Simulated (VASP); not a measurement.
# MnS (Fm-3m) in VASP: a series of runs

One crystal, MnS, is run at these levels: PBEsol, LDA; tasks: relaxation of cell and atoms.

Program: VASP 6.6.1. These are calculated values, not measurements. Logs are shortened: lines on timing, memory, paths and dates and some standing lists are left out, and cuts for length are marked.

## (1) The crystal as given

It takes space group Fm-3m (No. 225, cubic). Conventional cell: a = 5.209 Å, b = 5.209 Å, c = 5.209 Å, α = 90.00°, β = 90.00°, γ = 90.00°. Mn (site symmetry m-3m) has 6 S at 2.60 Å as nearest neighbours. S (site symmetry m-3m) has 6 Mn at 2.60 Å as nearest neighbours.

## (2) Relaxation of cell and atoms, PBEsol, collinear spin, ferromagnetic start

Contents of INCAR:

```
ALGO = Normal ; AMIX = 0.2
AMIX_MAG = 0.8 ; BMIX = 1E-4
BMIX_MAG = 1E-4 ; EDIFF = 1E-6
EDIFFG = -0.01 ; ENCUT = 600
GGA = PS ; IBRION = 2
ISIF = 3 ; ISMEAR = 0
ISPIN = 2 ; LASPH = True
LCHARG = False ; LMAXMIX = 4
LORBIT = 11 ; LREAL = False
LWAVE = False ; MAGMOM = 4 0
NELM = 150 ; NSW = 90
PREC = Accurate ; SIGMA = 0.03
```

Contents of KPOINTS:

```
k-points
0
Gamma
  10 10 10
```

Contents of POSCAR:

```
MnS
1.0
    0.0000000000      2.6045000000      2.6045000000
    2.6045000000      0.0000000000      2.6045000000
    2.6045000000      2.6045000000      0.0000000000
Mn S
1 1
Direct
    0.0000000000      0.0000000000      0.0000000000
    0.5000000000      0.5000000000      0.5000000000
```

Potentials or basis: VASP PAW PBE potentials, release 64 (Mn_pv, S).

Run with:

```bash
cat potpaw_PBE.64/Mn_pv/POTCAR potpaw_PBE.64/S/POTCAR > POTCAR
mpirun -np 1 vasp_std > vasp.out
```

OUTCAR:

```text
AMIX = 0.2
   AMIX_MAG = 0.8
   EDIFF = 1E-6
   EDIFFG = -0.01
   ENCUT = 600
   GGA = PS
   IBRION = 2
   ISIF = 3
   ISMEAR = 0
   ISPIN = 2
   LASPH = True
   LORBIT = 11
   LREAL = False
   NELM = 150
   NSW = 90
   PREC = Accurate

 ion  position               nearest neighbor table
   1  0.000  0.000  0.000-   2 2.60   2 2.60   2 2.60   2 2.60   2 2.60   2 2.60
   2  0.500  0.500  0.500-   1 2.60   1 2.60   1 2.60   1 2.60   1 2.60   1 2.60

  LATTYP: Found a face centered cubic cell.
 ALAT       =     5.2090000000

  Lattice vectors:

 A1 = (   0.0000000000,   2.6045000000,   2.6045000000)
 A2 = (   2.6045000000,   0.0000000000,   2.6045000000)
 A3 = (   2.6045000000,   2.6045000000,   0.0000000000)

Analysis of symmetry for initial positions (statically):
=====================================================================
 Subroutine PRICEL returns:
 Original cell was already a primitive cell.

 Routine SETGRP: Setting up the symmetry group for a
 face centered cubic supercell.

 Subroutine GETGRP returns: Found 48 space group operations
 (whereof 48 operations were pure point group operations)
 out of a pool of 48 trial point group operations.

The static configuration has the point symmetry O_h .

Analysis of symmetry for dynamics (positions and initial velocities):
=====================================================================
 Subroutine PRICEL returns:
 Original cell was already a primitive cell.

 Routine SETGRP: Setting up the symmetry group for a
 face centered cubic supercell.

 Subroutine GETGRP returns: Found 48 space group operations
 (whereof 48 operations were pure point group operations)
 out of a pool of 48 trial point group operations.

The dynamic configuration has the point symmetry O_h .

Analysis of structural, dynamic, and magnetic symmetry:
=====================================================================
 Subroutine PRICEL returns:
 Original cell was already a primitive cell.

 Routine SETGRP: Setting up the symmetry group for a
 face centered cubic supercell.

 Subroutine GETGRP returns: Found 48 space group operations
 (whereof 48 operations were pure point group operations)
 out of a pool of 48 trial point group operations.

The overall configuration has the point symmetry O_h .

 Subroutine INISYM returns: Found 48 space group operations
 (whereof 48 operations are pure point group operations),
 and found     1 'primitive' translations

----------------------------------------------------------------------------------------

                                     Primitive cell

  volume of cell :      35.3348

  direct lattice vectors                    reciprocal lattice vectors
     0.000000000  2.604500000  2.604500000    -0.191975427  0.191975427  0.191975427
     2.604500000  0.000000000  2.604500000     0.191975427 -0.191975427  0.191975427
     2.604500000  2.604500000  0.000000000     0.191975427  0.191975427 -0.191975427

  length of vectors
     3.683319223  3.683319223  3.683319223     0.332511194  0.332511194  0.332511194

  position of ions in fractional coordinates (direct lattice)
     0.000000000  0.000000000  0.000000000
     0.500000000  0.500000000  0.500000000

  ion indices of the primitive-cell ions
   primitive index   ion index
                 1           1
                 2           2

----------------------------------------------------------------------------------------

 KPOINTS: k-points

Automatic generation of k-mesh.
 Grid dimensions read from file:
 generate k-points for:   10   10   10

 Generating k-lattice:

  Cartesian coordinates                     Fractional coordinates (reciprocal lattice)
    -0.019197543  0.019197543  0.019197543     0.100000000  0.000000000  0.000000000
     0.019197543 -0.019197543  0.019197543     0.000000000  0.100000000  0.000000000
     0.019197543  0.019197543 -0.019197543     0.000000000  0.000000000  0.100000000

  Length of vectors
     0.033251119  0.033251119  0.033251119

  Shift w.r.t. Gamma in fractional coordinates (k-lattice)
     0.000000000  0.000000000  0.000000000

 Subroutine IBZKPT returns following result:
 ===========================================

 Found     47 irreducible k-points:

 Following reciprocal coordinates:
            Coordinates               Weight
  0.000000  0.000000  0.000000      1.000000
  0.100000  0.000000  0.000000      8.000000
  0.200000  0.000000  0.000000      8.000000
  0.300000  0.000000  0.000000      8.000000
  0.400000  0.000000  0.000000      8.000000
  0.500000  0.000000  0.000000      4.000000
[... 16 lines left out ...]
  0.300000  0.300000  0.000000      6.000000
  0.400000  0.300000  0.000000     24.000000
 [... further k-points ...]
   k-points           NKPTS =     47   k-points in BZ     NKDIM =     47   number of bands    NBANDS=     15
   number of dos      NEDOS =    301   number of ions     NIONS =      2
   total plane-waves  NPLWV =  27000
   dimension x,y,z NGX =    30 NGY =   30 NGZ =   30
   dimension x,y,z NGXF=    60 NGYF=   60 NGZF=   60
   ions per type =               1   1
   NGX,Y,Z   is equivalent  to a cutoff of  13.54, 13.54, 13.54 a.u.
   NGXF,Y,Z  is equivalent  to a cutoff of  27.08, 27.08, 27.08 a.u.
 SYSTEM =  unknown system
   PREC   = accura    normal or accurate (medium, high low for compatibility)
   ISTART =      0    job   : 0-new  1-cont  2-samecut
   ICHARG =      2    charge: 1-file 2-atom 10-const
   ISPIN  =      2    spin polarized calculation?
   LNONCOLLINEAR =      F non collinear calculations
   LSORBIT =      F    spin-orbit coupling
   LASPH  =      T    aspherical Exc in radial PAW
   ENCUT  =  600.0 eV  44.10 Ry    6.64 a.u.   7.36  7.36  7.36*2*pi/ulx,y,z
   NELM   =    150;   NELMIN=  2; NELMDL= -5     # of ELM steps
   EDIFF  = 0.1E-05   stopping-criterion for ELM
   LREAL  =      F    real-space projection
   EDIFFG = -.1E-01   stopping-criterion for IOM
   NSW    =     90    number of steps for IOM
   IBRION =      2    ionic relax: 0-MD 1-quasi-New 2-CG
   NFREE  =      1    steps in history (QN), initial steepest desc. (CG)
   ISIF   =      3    stress and relaxation
   ISYM   =      2    0-nonsym 1-usesym 2-fastsym
   POTIM  = 0.5000    time-step for ionic-motion
   TEBEG  =    0.0;   TEEND  =   0.0 temperature during run
   PSTRESS=    0.0 pullay stress
   NELECT =      19.0000    total number of electrons
   NUPDOWN=      -1.0000    fix difference up-down
   EMIN   =  10.00;   EMAX   =-10.00  energy-range for DOS
   EFERMI =   0.00;   METHOD = LEGACY
   ISMEAR =     0;   SIGMA  =   0.03  broadening in eV -4-tet -1-fermi 0-gaus
   EFERMI_NEDOS =   21; number of points for ismear=-14 and -15
   IALGO  =     38    algorithm
   IMIX   =      4    mixing-type and parameters
     AMIX     =   0.20;   BMIX     =  0.00
     AMIX_MAG =   0.80;   BMIX_MAG =  0.00
  volume/ion in A,a.u.               =      17.67       119.23
  Fermi-wavevector in a.u.,A,eV,Ry     =   1.331246  2.515690 24.112464  1.772216
  Thomas-Fermi vector in A             =   2.460272
   LORBIT       =     11    0 simple, 1 ext, 2 COOP (PROOUT), +10 PAW based schemes
   GGA     = PS    functional components
   LHFCALC =     F    Hartree Fock is set to
   AEXX    =    0.0000 exact exchange contribution
   IVDW    =     0    specifies the selected vdW correction
   LEPSILON=     F    determine dielectric tensor
   LRPA    =     F    only Hartree local field effects (RPA)
 conjugate gradient relaxation of ions
 spin polarized calculation
 Gauss-broadening in eV      SIGMA  =   0.03
  energy-cutoff  :      600.00
  volume of cell :       35.33
 maximum number of plane-waves:      1243
 NGX is ok and might be reduce to    30
   NGX = 15   NGY = 15   NGZ = 15

--------------------------------------- Ionic step        1  -------------------------------------------

 number of electron      19.0000008 magnetization       4.7278520

 Free energy of the ion-electron system (eV)
  ---------------------------------------------------
  ext. energy  EPLUGINS =         0.00000000
  ---------------------------------------------------
  free energy    TOTEN  =       -14.85312775 eV

  energy without entropy =      -14.85281472  energy(sigma->0) =      -14.85297123

------------------------ aborting loop because EDIFF is reached ----------------------------------------

  FORCE on cell =-STRESS in cart. coord.  units (eV):
  Direction    XX          YY          ZZ          XY          YZ          ZX
  --------------------------------------------------------------------------------------
  -------------------------------------------------------------------------------------
  Total       -1.4814905     -1.4814905     -1.4814905     -0.0000000      0.0000000      0.0000000
  in kB      -67.1747992    -67.1747992    -67.1747992     -0.0000000      0.0000000      0.0000000
  external PRESSURE =     -67.1747992 kB  Pullay stress =       0.0000000 kB

 VOLUME and BASIS-vectors are now :
 -----------------------------------------------------------------------------
  energy-cutoff  :      600.00
  volume of cell :       35.33
      direct lattice vectors                 reciprocal lattice vectors
     0.000000000  2.604500000  2.604500000    -0.191975427  0.191975427  0.191975427
     2.604500000  0.000000000  2.604500000     0.191975427 -0.191975427  0.191975427
     2.604500000  2.604500000  0.000000000     0.191975427  0.191975427 -0.191975427
[... 109 lines left out ...]
 POSITION                                       TOTAL-FORCE (eV/Angst)
 -----------------------------------------------------------------------------------
      0.00000      0.00000      0.00000        -0.000000      0.000000     -0.000000
      2.47295      2.47295      2.47295         0.000000     -0.000000      0.000000
 -----------------------------------------------------------------------------------
    total drift:                               -0.000000      0.000000      0.000000

  FREE ENERGIE OF THE ION-ELECTRON SYSTEM (eV)
  ---------------------------------------------------
  free  energy   TOTEN  =       -14.9890355121 eV

  energy  without entropy=      -14.9885216993  energy(sigma->0) =      -14.98877861

--------------------------------------- Ionic step        5  -------------------------------------------

 number of electron      19.0000007 magnetization       4.1087385

 Free energy of the ion-electron system (eV)
  ---------------------------------------------------
  ext. energy  EPLUGINS =         0.00000000
  ---------------------------------------------------
  free energy    TOTEN  =       -14.98911563 eV

  energy without entropy =      -14.98863393  energy(sigma->0) =      -14.98887478

 E-fermi :   8.4138     XC(G=0): -11.6284

 val. band max:        8.3924781698   @ k =   0.1000   0.0000   0.0000
 cond. band min:       8.4273953124   @ k =   0.4000   0.2000   0.1000
 fundamental gap:      0.0349171426
 Fermi energy:         8.4137624174

 spin component 1

 k-point     1 :       0.0000    0.0000    0.0000
  band No.  band energies     occupation
      1     -41.8444      1.00000
      2     -41.8444      1.00000
      3     -41.8444      1.00000
      4      -7.3533      1.00000
      5       5.0125      1.00000
      6       5.0125      1.00000
      7       5.0125      1.00000
      8       5.1207      1.00000
      9       5.1207      1.00000
     10       6.3400      1.00000
     11       6.3400      1.00000
     12       6.3400      1.00000
     13      11.3767      0.00000
     14      17.3704      0.00000
     15      17.3704      0.00000
[... 397 lines left out ...]
 k-point    24 :       0.4000    0.3000    0.0000
  band No.  band energies     occupation
      1     -41.8580      1.00000
      2     -41.8503      1.00000
      3     -41.8497      1.00000
      4      -5.7913      1.00000
      5       1.5708      1.00000
      6       3.6381      1.00000
      7       4.0499      1.00000
      8       4.8333      1.00000
      9       5.6482      1.00000
     10       6.2515      1.00000
     11       6.5023      1.00000
     12       7.4480      1.00000
     13      10.9812      0.00000
     14      14.4557      0.00000
     15      17.4202      0.00000

 [... further k-points ...]

 spin component 2

 k-point     1 :       0.0000    0.0000    0.0000
  band No.  band energies     occupation
      1     -37.8737      1.00000
      2     -37.8737      1.00000
      3     -37.8737      1.00000
      4      -7.0674      1.00000
      5       6.5492      1.00000
      6       6.5492      1.00000
      7       6.5492      1.00000
      8       8.1204      1.00000
      9       8.1204      1.00000
     10       8.1204      1.00000
     11       8.2590      1.00000
     12       8.2590      1.00000
     13      12.1732      0.00000
     14      18.4407      0.00000
     15      18.4407      0.00000
[... 436 lines left out ...]
 POSITION                                       TOTAL-FORCE (eV/Angst)
 -----------------------------------------------------------------------------------
      0.00000      0.00000      0.00000         0.000000     -0.000000     -0.000000
      2.47032      2.47032      2.47032        -0.000000      0.000000      0.000000
 -----------------------------------------------------------------------------------
    total drift:                               -0.000000      0.000000      0.000000

  FREE ENERGIE OF THE ION-ELECTRON SYSTEM (eV)
  ---------------------------------------------------
  free  energy   TOTEN  =       -14.9891156276 eV

  energy  without entropy=      -14.9886339296  energy(sigma->0) =      -14.98887478

 reached required accuracy - stopping structural energy minimisation

 total charge

# of ion       s       p       d       tot
------------------------------------------
    1        0.249   6.218   5.031  11.498
    2        1.323   2.394   0.000   3.717
--------------------------------------------------
tot          1.572   8.612   5.031  15.215

 magnetization (x)

# of ion       s       p       d       tot
------------------------------------------
    1        0.053   0.043   3.699   3.795
    2        0.026   0.031   0.000   0.057
--------------------------------------------------
tot          0.079   0.075   3.699   3.852
```

Wall time 2 min (1 thread of Intel Xeon Platinum 8559C (Emerald Rapids), shared host); peak memory 0.22 GiB.

What came out:

```
Free energy                                           : -14.9891 eV
Relaxed volume                                        : 15.08 Å³/atom
Relaxed cell                                          : a = 3.494 Å, b = 3.494 Å, c = 3.494 Å, α = 60.00°, β = 60.00°, γ = 60.00°
Space group after relaxing (to 0.05 Å)                : Fm-3m (No. 225)
Energy gained by relaxing                             : 68.0 meV/atom
Ionic steps                                           : 5
Pressure after relaxing                               : 0.0 GPa
Band gap on the k mesh                                : none (metal or under the smearing width)
Net moment                                            : 4.11 μB per cell
Site moments                                          : Mn +3.79; S +0.06 μB
Valence electrons inside the program's atomic spheres : Mn 11.50; S 3.72
```

Step by step:
```csv
step,energy change (eV),largest force (eV/Å),pressure (GPa),volume (Å³)
1,0.0000,0.0000,-6.72,35.33
2,-0.1189,0.0000,-3.54,31.68
3,-0.1273,0.0000,2.82,29.22
4,-0.1359,0.0000,-0.20,30.25
5,-0.1360,0.0000,-0.01,30.15
```

Final structure:
```xyz
2
Lattice="0.0000 2.4703 2.4703 2.4703 0.0000 2.4703 2.4703 2.4703 0.0000" Properties=species:S:1:pos:R:3 pbc="T T T"
Mn    0.0000    0.0000    0.0000
S     2.4703    2.4703    2.4703
```

Levels at points of the mesh, in eV from the Fermi level:
Spin up:
```
           k point  band 8  band 9  band 10  band 11  band 12  band 13  band 14  band 15
(0.00, 0.00, 0.00)   -3.29   -3.29    -2.07    -2.07    -2.07     2.96     8.96     8.96
(0.50, 0.00, 0.00)   -2.62   -2.62    -2.16     1.08     1.08     2.82     5.47     5.47
(0.50, 0.50, 0.00)   -4.02   -2.93    -2.42    -2.42    -1.76     1.23     5.70    11.50
```
Spin down:
```
           k point  band 3  band 4  band 5  band 6  band 7  band 8  band 9  band 10  band 11  band 12
(0.00, 0.00, 0.00)  -46.29  -15.48   -1.86   -1.86   -1.86   -0.29   -0.29    -0.29    -0.15    -0.15
(0.50, 0.00, 0.00)  -46.29  -13.74   -7.55   -4.11   -4.11    1.00    1.00     1.28     3.24     3.57
(0.50, 0.50, 0.00)  -46.30  -13.57   -6.60   -3.72   -3.72   -1.73    0.40     1.31     1.31     1.52
```

Caveat: the PAW data sets were made with another functional, which shifts forces and pressure a little; the volume moved by -15 % from the deposited cell, more than functionals usually miss; a cell with one magnetic atom can't hold antiferromagnetic order, which such compounds often take; semilocal functionals often make such compounds metallic where correlation or magnetic order opens a gap, which also shifts bond lengths. With open d or f shells a metallic result of PBEsol can be an artefact of self-interaction; +U or a hybrid may open a gap.

(Part 1 of 2 ends here.)
